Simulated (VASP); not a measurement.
The system is Si.

```
CELL_PARAMETERS angstrom
2.62054 0.00000 0.00000
-1.31027 2.26946 0.00000
0.00000 0.00000 2.46635
ATOMIC_POSITIONS crystal
Si 0.00000 0.00000 0.00000
```

This isn't the form of Si at room conditions, which is diamond.

* Program: VASP 6.6.1
* Task: relaxation of cell and atoms
* Functional: BLYP
* Dispersion: D3
* Potentials or basis: VASP PAW PBE potentials, release 64 (Si)
* Cutoff: 600 eV
* k mesh: 12 × 12 × 11
* Occupations: fermi-dirac, width 0.05 eV
* Spin: no spin polarisation

At the start: pressure 6.5 GPa; volume 14.67 Å³/atom.

Question: How do energy, volume and symmetry change on relaxing?

Answer: Over 8 steps the energy falls by 20.0 meV/atom and the volume is 15.68 Å³/atom (+6.9 %); space group P6/mmm (No. 191, to 0.05 Å).

The path:
```tsv
step	energy change (eV)	largest force (eV/Å)	pressure (GPa)	volume (Å³)
1	0.0000	0.0000	6.49	14.67
2	-0.0181	0.0000	-1.36	15.97
3	-0.0198	0.0000	0.15	15.65
4	-0.0198	0.0000	0.26	15.63
5	-0.0200	0.0000	0.05	15.67
6	-0.0200	0.0000	0.10	15.66
7	-0.0200	0.0000	0.10	15.66
8	-0.0200	0.0000	-0.01	15.68
```

Final structure:
```yaml
crystal:
  lattice:
    - [2.67247, 0.00000, 0.00000]
    - [-1.33624, 2.31443, 0.00000]
    - [0.00000, 0.00000, 2.53549]
  atoms:
    - { symbol: Si, position: [0.00000, 0.00000, 0.00000] }
```

Caveat: the PAW data sets were made with another functional, which shifts forces and pressure a little; pairwise dispersion overbinds metals, which lowers pressure and volume.
